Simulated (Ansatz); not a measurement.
## How far is PAW off for SiNi?

```
Si Ni
1.0
     3.02662    0.00000    0.00000
     0.00000    3.27350    0.00000
     0.00000    0.00000    4.83869
Si Ni
2 2
Direct
  0.50000 0.50000 0.84230
  0.00000 0.00000 0.15770
  0.50000 0.50000 0.34422
  0.00000 0.00000 0.65578
```

Atoms are numbered in the order listed.

The cell is COD entry 2300377, as deposited and not checked against the literature; nothing was relaxed. The listed cell was then made from it by scaling, straining or moving an atom.

Methods: DFT, PBE, PAW with Ansatz's default frozen-core files, scalar-relativistic (Ansatz 0.2.0); DFT, PBE, all-electron PAW with datasets made for the crystal, scalar-relativistic (Ansatz 0.2.0); DFT, PBE, all-electron LAPW, scalar-relativistic (Ansatz 0.2.0).

For PAW: a Γ-centred 11×10×7 k mesh, Fermi–Dirac smearing of 0.05 eV, cutoff 420 eV, spin-polarised from start moments Ni3 1.5, Ni4 1.5 μB (the moments died away, and the run ended non-magnetic). The crystal-made all-electron datasets (AE datasets) take a cutoff of 280 eV at this cell. LAPW targets a basis error of 1 meV/atom. The Ansatz runs share mesh, smearing and spin set-up. Plane-wave (PAW) pressures include the program's estimate of the Pulay term.

Stress and pressure are positive in compression.

```
              quantity     PAW  AE datasets    LAPW
        pressure (GPa)   -4.88        -4.88   -4.89
       stress xx (GPa)   -2.85        -2.85   -2.86
       stress yy (GPa)   -2.77        -2.75   -2.76
       stress zz (GPa)   -9.03        -9.04   -9.05
force on Si1, z (eV/Å)  -0.013       -0.013  -0.014
force on Ni3, z (eV/Å)  -0.277       -0.274  -0.274
```

PAW's pressure differs from the LAPW value by about 0.01 GPa or less. Datasets made for the crystal and LAPW share parts of one code, so their agreement isn't an independent check.
